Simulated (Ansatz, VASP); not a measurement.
## Two plane-wave programs on SnSe

The input POSCAR:

```
SnSe
1.0
    0.0000000000      3.0021131538      3.0021131538
    2.8387981982      0.0000000000      3.0021131538
    2.8387981982      3.0021131538      0.0000000000
Sn Se
1 1
Direct
    0.0000000000      0.0000000000      0.0000000000
    0.5000000000      0.5000000000      0.5000000000
```

File INCAR.step1:

```
SYSTEM = SnSe
  PREC = Accurate
  ENCUT = 520
  ISMEAR = -1
  SIGMA = 0.02
  LREAL = .False.
  LASPH = .True.
  NELM = 100
  NBANDS = 17
  GGA = PE
  ALGO = Normal
  EDIFF = 1E-4
  LWAVE = .True.
  LCHARG = .False.
```

File INCAR.step2:

```
SYSTEM = SnSe
  PREC = Accurate
  ENCUT = 520
  EDIFF = 1E-7
  ISMEAR = -1
  SIGMA = 0.02
  LREAL = .False.
  LASPH = .True.
  NELM = 100
  ALGO = Normal
  ISIF = 2
  LWAVE = .False.
  LCHARG = .False.
  METAGGA = R2SCAN
  LMIXTAU = .True.
  NBANDS = 17
  ISTART = 1
```

KPOINTS

```
Automatic mesh
0
Gamma
  8 8 8
  0 0 0
```

Input for Ansatz:

```yaml
crystal:
  lattice:
    - [0.0, 3.0021131538, 3.0021131538]
    - [2.8387981982, 0.0, 3.0021131538]
    - [2.8387981982, 3.0021131538, 0.0]
  atoms:
    - { symbol: Sn, position: [0.0, 0.0, 0.0] }
    - { symbol: Se, position: [0.5, 0.5, 0.5] }
kpoints:
  mp_grid: { grid: [8, 8, 8] }
  band_path:
    path:
      - [0.0, 0.0, 0.0]
      - [0.5, 0.0, 0.5]
      - [0.625, 0.25, 0.625]
      - [0.375, 0.375, 0.75]
      - [0.5, 0.5, 0.5]
      - [0.5, 0.25, 0.75]
      - [0.5, 0.475, 0.525]
      - [-0.074137, -0.00708, 0.429687]
      - [-0.004476, -0.061523, 0.431315]
    npoints: 1
hamiltonian:
  xc: r2scan
scf:
  occupations: { method: fermi_dirac, width: 0.02 }
  n_extra_bands: 4
output:
  forces: true
  stress: true
  eigenvalues: true
  write_density: true
  write_potential: true
  elf: true
  volumetric_format: npy
```

Change from the starting cell: uniaxial_x strain -5.4%.

Alike in both runs: task single point; functional r2SCAN; k mesh 8 × 8 × 8; occupations fermi-dirac, width 0.02 eV; no spin polarisation.

|  | VASP | Ansatz |
| --- | --- | --- |
| version | VASP 6.6.1 | Ansatz 0.2.0 |
| potentials or method | VASP PAW PBE potentials, release 64 (Sn_d, Se) | plane waves, PAW |
| plane-wave cutoff (eV) | 520 | 500 |
| valence electrons in the cell | 20 | 30 |

Ansatz gave:

```
pressure (GPa)                                  : 4.3
largest component of the traceless stress (GPa) : 6.54
```

**Question.** Which values does VASP return?

**Answer.** Pressure (GPa): 4.3; largest component of the traceless stress (GPa): 6.55.

With one functional, cell and mesh, what is left measures potentials, basis and numerics. The two sets of potentials don't hold the same shells in valence.

Caveats: the PAW data sets were made with another functional, which shifts forces and pressure a little (VASP); spin-orbit coupling is left out, which moves the levels of the heavy elements. A k mesh can miss the band edges.
